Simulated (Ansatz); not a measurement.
# Rh: properties at the relaxed cell

An exercise on one series of results from a longer session: the logs are not shown, and one member is left open.

The COD entry's cell or inner coordinates are ideal or old and differ from later refinements, so a difference from it is no clean test against experiment.

Program: Ansatz 0.2.0. Level of theory: DFT PBEsol, scalar-relativistic, plane waves, PAW. These are calculated values, not measurements.

1 further run of the same task is left out (set aside as unsound or not needed).

## The starting structure

The structure is cubic, space group Fm-3m (No. 225). Conventional cell: a = 3.780 Å, b = 3.780 Å, c = 3.780 Å, α = 90.00°, β = 90.00°, γ = 90.00°. Rh (site symmetry m-3m) is surrounded by 12 Rh at 2.67 Å.

As a file:

```
CELL_PARAMETERS angstrom
0.00000 1.88999 1.88999
1.88999 0.00000 1.88999
1.88999 1.88999 0.00000
ATOMIC_POSITIONS crystal
Rh 0.00000 0.00000 0.00000
```

It is the result of an earlier relaxation at this level (volume 13.50 Å³/atom; gap on the mesh: none (metal)).

Set-up of the first run:

Contents of input.yaml:

```yaml
crystal:
  lattice:
    - [0.0, 1.8899900482, 1.8899900482]
    - [1.8899900482, 0.0, 1.8899900482]
    - [1.8899900482, 1.8899900482, 0.0]
  atoms:
    - { symbol: Rh, position: [0.0, 0.0, 0.0] }
basis:
  ecutwfc: 420
kpoints:
  mp_grid: { grid: [18, 18, 18] }
  band_path:
    path:
      - [[0.0, 0.0, 0.0], [0.5, 0.0, 0.5], [0.625, 0.25, 0.625]]
      - [[0.375, 0.375, 0.75], [0.0, 0.0, 0.0], [0.5, 0.5, 0.5], [0.5, 0.25, 0.75], [0.5, 0.0, 0.5]]
    npoints: 14
hamiltonian:
  xc: pbesol
scf:
  occupations: { method: gaussian, width: 0.1 }
  n_extra_bands: 6
output:
  forces: true
  stress: true
  eigenvalues: true
  populations: true
  dos: { projected: true, de: 0.02, nscf_kmesh: { grid: [27, 27, 27] } }
  bader: true
  write_density: true
  write_potential: true
  elf: true
  volumetric_format: npy
```

Started as:

```bash
$ ansatz run input.yaml --threads 1 --pin off --max-ram 2560MiB --backend cpu --events-out ev --progress --plain --runs-dir out
```

Among the steps run: Static run: bands, density of states and charges; Back to the database's cell; Point at V/V0 = 0.97; The cell scaled to 1.03 of its volume; Volume × 0.94; Volume × 1.06; The cell scaled to 0.91 of its volume; Point at V/V0 = 1.10; Volume × 0.88.

One table of the session follows, with a row left open; its other results are not shown here.

```
volume (Å³/atom)  energy above the lowest point (meV/atom)  pressure (GPa)
          11.882                                     231.6           52.21
          12.287                                     121.7           35.42
          12.692                                      50.5           21.41
          13.097                                         ?               ?
          13.502                                       0.0            0.00
          13.907                                      10.7           -8.10
          14.312                                      40.2          -14.83
          14.853                                     103.1          -22.04
```

Estimate the missing values for volume (Å³/atom) = 13.097.

Worked estimate for «energy above the lowest point (meV/atom)». A straight line through the neighbours (12.692, 50.5) and (13.502, 0.0) gives 50.5 + (0.0 − 50.5) × (13.097 − 12.692) / (13.502 − 12.692) = 25.3; a parabola fitted to 4 rows on both sides gives 11.6.

The run gave: energy above the lowest point (meV/atom): 11.8; pressure (GPa): 9.73. In «energy above the lowest point (meV/atom)» the line misses by +13.5 and the parabola by -0.2.
